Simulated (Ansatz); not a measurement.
TiO2:

```xyz
12
Lattice="6.1536 -1.8835 0.0000 6.1536 1.8835 0.0000 -1.9283 0.0000 6.3290" Properties=species:S:1:pos:R:3 pbc="T T T"
Ti   10.5189    0.0000    1.8329
Ti    1.8562    0.0000    1.7959
Ti   -0.1400    0.0000    4.4961
Ti    8.5226    0.0000    4.5330
O     3.8886    0.0000    1.8569
O     1.9846    0.0000    4.1297
O     8.7534    0.0000    6.2992
O     8.3943    0.0000    2.1993
O    10.3741    0.0000    3.9874
O     1.6255    0.0000    0.0298
O     6.4903    0.0000    4.4721
O     0.0047    0.0000    2.3416
```

The cell comes from a database or a generator and needn't be the stable form of this composition.

- Program: Ansatz 0.2.0
- Task: relaxation of cell and atoms
- Functional: PBE
- Dispersion: D4
- Potentials or basis: Ansatz PAW
- Cutoff: 420 eV (not typed: the program's choice for these potentials)
- k mesh: 8 × 8 × 4
- Occupations: fermi-dirac, width 0.05 eV
- Spin: no spin polarisation

At the start: volume 12.23 Å³/atom.

How do energy, volume and symmetry change on relaxing?

It ends after 9 steps and the volume is 11.97 Å³/atom (-2.1 %); space group C2/m (No. 12, to 0.05 Å).

The path:
```tsv
step	energy change (eV)	largest force (eV/Å)	volume (Å³)
1	0.0000	0.2399	146.71
2	-0.0456	0.1194	144.54
3	-0.0537	0.0512	143.68
4	-0.0542	0.0415	143.77
5	-0.0544	0.0340	143.76
6	-0.0546	0.0059	143.75
7	-0.0441	0.0059	143.75
8	-0.0445	0.0013	143.66
9	-0.0441	0.0013	143.66
```

Final structure:
```
CELL_PARAMETERS angstrom
6.10216 -1.86612 -0.00727
6.10216 1.86612 -0.00727
-1.91969 0.00000 6.31012
ATOMIC_POSITIONS crystal
Ti 0.89946 0.89946 0.28986
Ti 0.19360 0.19360 0.28094
Ti 0.10054 0.10054 0.71014
Ti 0.80640 0.80640 0.71906
O 0.36145 0.36145 0.29339
O 0.26476 0.26476 0.65485
O 0.86808 0.86808 0.99701
O 0.73524 0.73524 0.34515
O 0.94167 0.94167 0.62964
O 0.13192 0.13192 0.00299
O 0.63855 0.63855 0.70661
O 0.05833 0.05833 0.37036
```

Caveat: the plane-wave basis is chosen anew once the cell has moved, so the energies of steps on either side of that aren't comparable; the pressure holds a Pulay correction of +0.7 GPa for the finite cutoff.
